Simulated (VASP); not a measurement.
# InP (F-43m) in VASP: notebook

InP is run at these levels: r2SCAN+D4; tasks: single point, relaxation of cell and atoms.

Program: VASP 6.6.1. These are calculated values, not measurements. Logs are shortened: lines on timing, memory, paths and dates and some standing lists are left out, and cuts for length are marked.

**Experimental background.**

A printed reference work, data compilation reports, for a bulk crystal of InP at 1.6 K: band gap 1.4236 eV (direct).

How close the calculation comes is told below.

## 1. The cell of the first run

Symmetry: F-43m, No. 216, cubic system. The conventional cell has a = 5.789 Å, b = 5.789 Å, c = 5.789 Å, α = 90.00°, β = 90.00°, γ = 90.00°. Within 3.3 Å of In (site symmetry -43m) lie 4 P at 2.51 Å. P (site symmetry -43m) has 4 In at 2.51 Å within 3.3 Å.

## 2. Single point, r2SCAN+D4

POSCAR reads:

```
InP
1.0
    4.0932833127      0.0000000000      0.0000000000
    2.0466416564      3.5448873337      0.0000000000
    2.0466416564      1.1816291112      3.3421518296
In P
1 1
Direct
    0.0000000000      0.0000000000      0.0000000000
    0.2500000000      0.2500000000      0.2500000000
```

INCAR.step1 reads:

```
SYSTEM = InP
PREC = Accurate ; ENCUT = 520
ISMEAR = -1 ; SIGMA = 0.15
LREAL = .False. ; LASPH = .True.
NELM = 80 ; NBANDS = 16
GGA = PE ; ALGO = Normal
EDIFF = 1E-4 ; LWAVE = .True.
LCHARG = .False.
```

INCAR.step2 reads:

```
SYSTEM = InP
PREC = Accurate ; ENCUT = 520
EDIFF = 1E-6 ; ISMEAR = -1
SIGMA = 0.15 ; LREAL = .False.
LASPH = .True. ; NELM = 80
ALGO = Normal ; ISIF = 2
LWAVE = .False. ; LCHARG = .False.
METAGGA = R2SCAN ; LMIXTAU = .True.
IVDW = 13 ; VDW_S6 = 1.0
VDW_S8 = 0.6018749 ; VDW_A1 = 0.51559235
VDW_A2 = 5.77342911 ; NBANDS = 16
ISTART = 1
```

KPOINTS reads:

```
Automatic mesh
0
Gamma
  6 6 6
  0 0 0
```

Potentials or basis: VASP PAW PBE potentials, release 64 (In_d, P).

The run is started by

```bash
> cat potpaw_PBE.64/In_d/POTCAR potpaw_PBE.64/P/POTCAR > POTCAR
> cp INCAR.step1 INCAR
> mpirun -np 1 vasp_std > vasp.out
> cp INCAR.step2 INCAR
> mpirun -np 1 vasp_std > vasp.out
```

OUTCAR:

```text
SYSTEM = InP
   PREC = Accurate
   ENCUT = 520
   EDIFF = 1E-6
   ISMEAR = -1
   LREAL = .False.
   LASPH = .True.
   NELM = 80
   ISIF = 2
   METAGGA = R2SCAN
   IVDW = 13
   ISTART = 1

 ion  position               nearest neighbor table
   1  0.000  0.000  0.000-   2 2.51   2 2.51   2 2.51   2 2.51
   2  0.250  0.250  0.250-   1 2.51   1 2.51   1 2.51   1 2.51

  LATTYP: Found a face centered cubic cell.
 ALAT       =     5.7887767755

  Lattice vectors:

 A1 = (   4.0932833127,   0.0000000000,   0.0000000000)
 A2 = (   2.0466416564,   3.5448873337,   0.0000000000)
 A3 = (   2.0466416564,   1.1816291112,   3.3421518296)

Analysis of symmetry for initial positions (statically):
=====================================================================
 Subroutine PRICEL returns:
 Original cell was already a primitive cell.

 Routine SETGRP: Setting up the symmetry group for a
 face centered cubic supercell.

 Subroutine GETGRP returns: Found 24 space group operations
 (whereof 24 operations were pure point group operations)
 out of a pool of 48 trial point group operations.

The static configuration has the point symmetry T_d .

Analysis of symmetry for dynamics (positions and initial velocities):
=====================================================================
 Subroutine PRICEL returns:
 Original cell was already a primitive cell.

 Routine SETGRP: Setting up the symmetry group for a
 face centered cubic supercell.

 Subroutine GETGRP returns: Found 24 space group operations
 (whereof 24 operations were pure point group operations)
 out of a pool of 48 trial point group operations.

The dynamic configuration has the point symmetry T_d .

 Subroutine INISYM returns: Found 24 space group operations
 (whereof 24 operations are pure point group operations),
 and found     1 'primitive' translations

----------------------------------------------------------------------------------------

                                     Primitive cell

  volume of cell :      48.4954

  direct lattice vectors                    reciprocal lattice vectors
     4.093283313  0.000000000  0.000000000     0.244302660 -0.141048206 -0.099736143
     2.046641656  3.544887334  0.000000000     0.000000000  0.282096413 -0.099736143
     2.046641656  1.181629111  3.342151830     0.000000000  0.000000000  0.299208429

  length of vectors
     4.093283313  4.093283313  4.093283313     0.299208429  0.299208429  0.299208429

  position of ions in fractional coordinates (direct lattice)
     0.000000000  0.000000000  0.000000000
     0.250000000  0.250000000  0.250000000

  ion indices of the primitive-cell ions
   primitive index   ion index
                 1           1
                 2           2

----------------------------------------------------------------------------------------

 KPOINTS: Automatic mesh

Automatic generation of k-mesh.
 Grid dimensions read from file:
 generate k-points for:    6    6    6

 Generating k-lattice:

  Cartesian coordinates                     Fractional coordinates (reciprocal lattice)
     0.040717110 -0.023508034 -0.016622691     0.166666667  0.000000000  0.000000000
     0.000000000  0.047016069 -0.016622691     0.000000000  0.166666667  0.000000000
     0.000000000  0.000000000  0.049868072     0.000000000  0.000000000  0.166666667

  Length of vectors
     0.049868072  0.049868072  0.049868072

  Shift w.r.t. Gamma in fractional coordinates (k-lattice)
     0.000000000  0.000000000  0.000000000

 Subroutine IBZKPT returns following result:
 ===========================================

 Found     16 irreducible k-points:

 Following reciprocal coordinates:
            Coordinates               Weight
  0.000000  0.000000  0.000000      1.000000
  0.166667 -0.000000  0.000000      8.000000
  0.333333  0.000000  0.000000      8.000000
  0.500000  0.000000  0.000000      4.000000
  0.166667  0.166667  0.000000      6.000000
  0.333333  0.166667  0.000000     24.000000
[... 8 lines left out ...]
 -0.333333  0.333333  0.166667     24.000000
 -0.333333  0.500000  0.166667     12.000000
   k-points           NKPTS =     16   k-points in BZ     NKDIM =     16   number of bands    NBANDS=     16
   number of dos      NEDOS =    301   number of ions     NIONS =      2
   total plane-waves  NPLWV =  27000
   dimension x,y,z NGX =    30 NGY =   30 NGZ =   30
   dimension x,y,z NGXF=    60 NGYF=   60 NGZF=   60
   ions per type =               1   1
   NGX,Y,Z   is equivalent  to a cutoff of  12.18, 12.18, 12.18 a.u.
   NGXF,Y,Z  is equivalent  to a cutoff of  24.37, 24.37, 24.37 a.u.
 SYSTEM =  InP
   PREC   = accura    normal or accurate (medium, high low for compatibility)
   ISTART =      1    job   : 0-new  1-cont  2-samecut
   ICHARG =      0    charge: 1-file 2-atom 10-const
   ISPIN  =      1    spin polarized calculation?
   LNONCOLLINEAR =      F non collinear calculations
   LSORBIT =      F    spin-orbit coupling
   LASPH  =      T    aspherical Exc in radial PAW
   ENCUT  =  520.0 eV  38.22 Ry    6.18 a.u.   7.61  7.61  7.61*2*pi/ulx,y,z
   NELM   =     80;   NELMIN=  2; NELMDL=  0     # of ELM steps
   EDIFF  = 0.1E-05   stopping-criterion for ELM
   LREAL  =      F    real-space projection
   EDIFFG = 0.1E-04   stopping-criterion for IOM
   NSW    =      0    number of steps for IOM
   IBRION =     -1    ionic relax: 0-MD 1-quasi-New 2-CG
   NFREE  =      0    steps in history (QN), initial steepest desc. (CG)
   ISIF   =      2    stress and relaxation
   ISYM   =      2    0-nonsym 1-usesym 2-fastsym
   POTIM  = 0.5000    time-step for ionic-motion
   TEBEG  =    0.0;   TEEND  =   0.0 temperature during run
   PSTRESS=    0.0 pullay stress
   NELECT =      18.0000    total number of electrons
   NUPDOWN=      -1.0000    fix difference up-down
   EMIN   =  10.00;   EMAX   =-10.00  energy-range for DOS
   EFERMI =   0.00;   METHOD = LEGACY
   ISMEAR =    -1;   SIGMA  =   0.15  broadening in eV -4-tet -1-fermi 0-gaus
   EFERMI_NEDOS =   21; number of points for ismear=-14 and -15
   IALGO  =     38    algorithm
   IMIX   =      4    mixing-type and parameters
     AMIX     =   0.40;   BMIX     =  1.00
     AMIX_MAG =   1.60;   BMIX_MAG =  1.00
  volume/ion in A,a.u.               =      24.25       163.63
  Fermi-wavevector in a.u.,A,eV,Ry     =   1.176519  2.223298 18.833136  1.384196
  Thomas-Fermi vector in A             =   2.312881
   LORBIT       =      0    0 simple, 1 ext, 2 COOP (PROOUT), +10 PAW based schemes
   METAGGA = R2SCAN    functional components
   LHFCALC =     F    Hartree Fock is set to
   AEXX    =    0.0000 exact exchange contribution
   IVDW    =    13    specifies the selected vdW correction
   LEPSILON=     F    determine dielectric tensor
   LRPA    =     F    only Hartree local field effects (RPA)
 non-spin polarized calculation
  energy-cutoff  :      520.00
  volume of cell :       48.50
 maximum number of plane-waves:      1315
   NGX = 15   NGY = 15   NGZ = 15

 number of electron      18.0000008 magnetization

 Free energy of the ion-electron system (eV)
  ---------------------------------------------------
  ext. energy  EPLUGINS =         0.00000000
  ---------------------------------------------------
  free energy    TOTEN  =       -32.24711966 eV

  energy without entropy =      -32.24664935  energy(sigma->0) =      -32.24688450

 E-fermi :   6.2373     XC(G=0): -10.0565

 val. band max:        5.4361483659   @ k =   0.0000   0.0000   0.0000
 cond. band min:       6.8211371045   @ k =   0.0000   0.0000   0.0000
 fundamental gap:      1.3849887386
 Fermi energy:         6.2372885138

 k-point     1 :       0.0000    0.0000    0.0000
  band No.  band energies     occupation
      1      -9.3037      2.00000
      2      -9.3037      2.00000
      3      -9.3037      2.00000
      4      -9.1029      2.00000
      5      -9.1029      2.00000
      6      -6.8353      2.00000
[... 8 lines left out ...]
     15      15.4125      0.00000
     16      15.4125      0.00000

 k-point     2 :       0.1667   -0.0000    0.0000
  band No.  band energies     occupation
      1      -9.3473      2.00000
      2      -9.2883      2.00000
      3      -9.2883      2.00000
      4      -9.1024      2.00000
      5      -9.1024      2.00000
      6      -6.4832      2.00000
[... 8 lines left out ...]
     15      14.5333      0.00000
     16      15.6069      0.00000

 k-point     3 :       0.3333    0.0000    0.0000
  band No.  band energies     occupation
      1      -9.4246      2.00000
      2      -9.2632      2.00000
      3      -9.2631      2.00000
      4      -9.0951      2.00000
      5      -9.0951      2.00000
      6      -5.5774      2.00000
[... 8 lines left out ...]
     15      15.0913      0.00000
     16      15.0913      0.00000

 k-point     4 :       0.5000    0.0000    0.0000
  band No.  band energies     occupation
      1      -9.4597      2.00000
      2      -9.2541      2.00000
      3      -9.2541      2.00000
      4      -9.0877      2.00000
      5      -9.0877      2.00000
      6      -4.8943      2.00000
[... 8 lines left out ...]
     15      16.7600      0.00000
     16      16.7600      0.00000
[... 172 lines left out ...]
 k-point    14 :       0.5000    0.3333    0.1667
  band No.  band energies     occupation
      1      -9.4753      2.00000
      2      -9.2348      2.00000
      3      -9.2136      2.00000
      4      -9.1274      2.00000
      5      -9.0809      2.00000
      6      -4.8760      2.00000
[... 8 lines left out ...]
     15      17.3928      0.00000
     16      18.0317      0.00000

 k-point    15 :      -0.3333    0.3333    0.1667
  band No.  band energies     occupation
      1      -9.4883      2.00000
      2      -9.2343      2.00000
      3      -9.1999      2.00000
      4      -9.1209      2.00000
      5      -9.0867      2.00000
      6      -4.3290      2.00000
[... 8 lines left out ...]
     15      17.3673      0.00000
     16      17.8460      0.00000

 k-point    16 :      -0.3333    0.5000    0.1667
  band No.  band energies     occupation
      1      -9.5106      2.00000
      2      -9.2127      2.00000
      3      -9.1826      2.00000
      4      -9.1399      2.00000
      5      -9.0762      2.00000
      6      -4.1002      2.00000
[... 8 lines left out ...]
     15      17.4562      0.00000
     16      18.2778      0.00000

------------------------ aborting loop because EDIFF is reached ----------------------------------------

  DFT-D4 for vdW energy calculation

  Edisp (eV):   -0.24670

  FORCE on cell =-STRESS in cart. coord.  units (eV):
  Direction    XX          YY          ZZ          XY          YZ          ZX
  --------------------------------------------------------------------------------------
  -------------------------------------------------------------------------------------
  Total       1.17841     1.17841     1.17841     0.00000    -0.00000     0.00000
  in kB      38.93192    38.93192    38.93192     0.00000    -0.00000     0.00000
  external pressure =       38.93 kB  Pullay stress =        0.00 kB

 VOLUME and BASIS-vectors are now :
 -----------------------------------------------------------------------------
  energy-cutoff  :      520.00
  volume of cell :       48.50
      direct lattice vectors                 reciprocal lattice vectors
     4.093283313  0.000000000  0.000000000     0.244302660 -0.141048206 -0.099736143
     2.046641656  3.544887334  0.000000000     0.000000000  0.282096413 -0.099736143
     2.046641656  1.181629111  3.342151830     0.000000000  0.000000000  0.299208429

 POSITION                                       TOTAL-FORCE (eV/Angst)
 -----------------------------------------------------------------------------------
      0.00000      0.00000      0.00000        -0.000000      0.000000      0.000000
      2.04664      1.18163      0.83554         0.000000     -0.000000     -0.000000
 -----------------------------------------------------------------------------------
    total drift:                               -0.000002     -0.000001     -0.000001

  FREE ENERGIE OF THE ION-ELECTRON SYSTEM (eV)
  ---------------------------------------------------
  free  energy   TOTEN  =       -32.4938164478 eV

  energy  without entropy=      -32.4933461364  energy(sigma->0) =      -32.49358129
```

It took 22 s on 1 thread of Intel Xeon 6975P-C (Granite Rapids), shared host; peak memory 0.17 GiB.

What came out:

- Free energy: -32.4938 eV
- Pressure: 3.9 GPa
- Band gap on the k mesh: 1.39 eV, direct
- Dispersion energy per atom: -0.123 eV

Caveat: the PAW data sets were made with another functional, which shifts forces and pressure a little; spin-orbit coupling is left out, which moves the levels of the heavy elements.

## 3. Single point, r2SCAN+D4

This run uses another cell than the first one, of 24.83 Å³/atom, 1.024 times its volume.

POSCAR reads:

```
InP
1.0
    4.1259825207      0.0000000000      0.0000000000
    2.0629912603      3.5732056785      0.0000000000
    2.0629912603      1.1910685595      3.3688506211
In P
1 1
Direct
    0.0000000000      0.0000000000      0.0000000000
    0.2500000000      0.2500000000      0.2500000000
```

INCAR.step1 reads:

```
PREC = Accurate
ENCUT = 520
ISMEAR = -1
SIGMA = 0.15
LREAL = False
LASPH = True
NELM = 100
NBANDS = 16
GGA = PE
ALGO = Normal
EDIFF = 1E-4
LWAVE = True
LCHARG = False
```

INCAR.step2 reads:

```
PREC = Accurate
ENCUT = 520
EDIFF = 1E-6
ISMEAR = -1
SIGMA = 0.15
LREAL = False
LASPH = True
NELM = 100
ALGO = Normal
ISIF = 2
LWAVE = False
LCHARG = True
METAGGA = R2SCAN
LMIXTAU = True
IVDW = 13
VDW_S6 = 1.0
VDW_S8 = 0.6018749
VDW_A1 = 0.51559235
VDW_A2 = 5.77342911
LELF = True
LVHAR = True
NBANDS = 16
ISTART = 1
```

KPOINTS reads:

```
regular mesh
0
Gamma
  6 6 6
```

Potentials or basis: VASP PAW PBE potentials, release 64 (In_d, P).

The run is started by

```bash
> cat potpaw_PBE.64/In_d/POTCAR potpaw_PBE.64/P/POTCAR > POTCAR
> cp INCAR.step1 INCAR
> mpirun -np 1 vasp_std > vasp.out
> cp INCAR.step2 INCAR
> mpirun -np 1 vasp_std > vasp.out
```

Wall time 18 s (1 thread of Intel Xeon 6975P-C (Granite Rapids), shared host); peak memory 0.18 GiB.

The run converged. Its results:

```yaml
Free_energy: -32.5152 eV
Pressure: 1.9 GPa
Band_gap_on_the_k_mesh: 1.25 eV, direct
Dispersion_energy_per_atom: -0.121 eV
```

Levels at points of the mesh, in eV from the valence-band top:
```
           k point  band 5  band 6  band 7  band 8  band 9  band 10  band 11  band 12  band 13  band 14
(0.00, 0.00, 0.00)  -14.50  -12.10    0.00    0.00    0.00     1.25     4.44     4.44     4.44     9.19
(0.50, 0.00, 0.00)  -14.49  -10.24   -5.96   -1.03   -1.03     1.90     5.16     5.16     7.58    10.17
(0.50, 0.50, 0.00)  -14.46   -9.55   -5.94   -2.46   -2.46     1.98     2.55     9.98    10.41    10.41
```

Caveat: the PAW data sets were made with another functional, which shifts forces and pressure a little; spin-orbit coupling is left out, which moves the levels of the heavy elements.

## 4. Single point, r2SCAN+D4

This run uses another cell than the first one, of 25.50 Å³/atom, 1.052 times its volume.

POSCAR reads:

```
InP
1.0
    4.1624525430      0.0000000000      0.0000000000
    2.0812262715      3.6047896443      0.0000000000
    2.0812262715      1.2015965481      3.3986282697
In P
1 1
Direct
    0.0000000000      0.0000000000      0.0000000000
    0.2500000000      0.2500000000      0.2500000000
```

INCAR.step1 reads:

```
SYSTEM = InP
PREC = Accurate
ENCUT = 520
ISMEAR = -1
SIGMA = 0.15
LREAL = .FALSE.
LASPH = .TRUE.
NELM = 60
NBANDS = 16
GGA = PE
ALGO = Normal
EDIFF = 1E-4
LWAVE = .TRUE.
LCHARG = .FALSE.
```

INCAR.step2 reads:

```
SYSTEM = InP
PREC = Accurate
ENCUT = 520
EDIFF = 1E-6
ISMEAR = -1
SIGMA = 0.15
LREAL = .FALSE.
LASPH = .TRUE.
NELM = 60
ALGO = Normal
ISIF = 2
LWAVE = .FALSE.
LCHARG = .TRUE.
METAGGA = R2SCAN
LMIXTAU = .TRUE.
IVDW = 13
VDW_S6 = 1.0
VDW_S8 = 0.6018749
VDW_A1 = 0.51559235
VDW_A2 = 5.77342911
LELF = .TRUE.
LVHAR = .TRUE.
NBANDS = 16
ISTART = 1
```

KPOINTS reads:

```
regular mesh
0
G
  6 6 6
  0 0 0
```

The run is started by

```bash
> cat potpaw_PBE.64/In_d/POTCAR potpaw_PBE.64/P/POTCAR > POTCAR
> cp INCAR.step1 INCAR
> mpirun -np 1 vasp_std > vasp.out
> cp INCAR.step2 INCAR
> mpirun -np 1 vasp_std > vasp.out
```

Run time: 18 s. Hardware: 1 thread of Intel Xeon 6975P-C (Granite Rapids), shared host; peak memory 0.18 GiB.

Results (log left out):

| Property | Result |
| --- | --- |
| Free energy | -32.5231 eV |
| Pressure | -0.1 GPa |
| Band gap on the k mesh | 1.09 eV, direct |
| Dispersion energy per atom | -0.118 eV |

Levels at points of the mesh, in eV from the valence-band top:
| k point | band 5 | band 6 | band 7 | band 8 | band 9 | band 10 | band 11 | band 12 | band 13 | band 14 |
| --- | --- | --- | --- | --- | --- | --- | --- | --- | --- | --- |
| (0.00, 0.00, 0.00) | -14.46 | -11.91 | 0.00 | 0.00 | 0.00 | 1.09 | 4.44 | 4.44 | 4.44 | 9.05 |
| (0.50, 0.00, 0.00) | -14.45 | -10.15 | -5.81 | -0.99 | -0.99 | 1.83 | 5.16 | 5.16 | 7.52 | 10.03 |
| (0.50, 0.50, 0.00) | -14.43 | -9.48 | -5.82 | -2.37 | -2.37 | 2.02 | 2.55 | 9.80 | 10.22 | 10.22 |

Caveat: the PAW data sets were made with another functional, which shifts forces and pressure a little; spin-orbit coupling is left out, which moves the levels of the heavy elements.

(Part 1 of 2 ends here.)
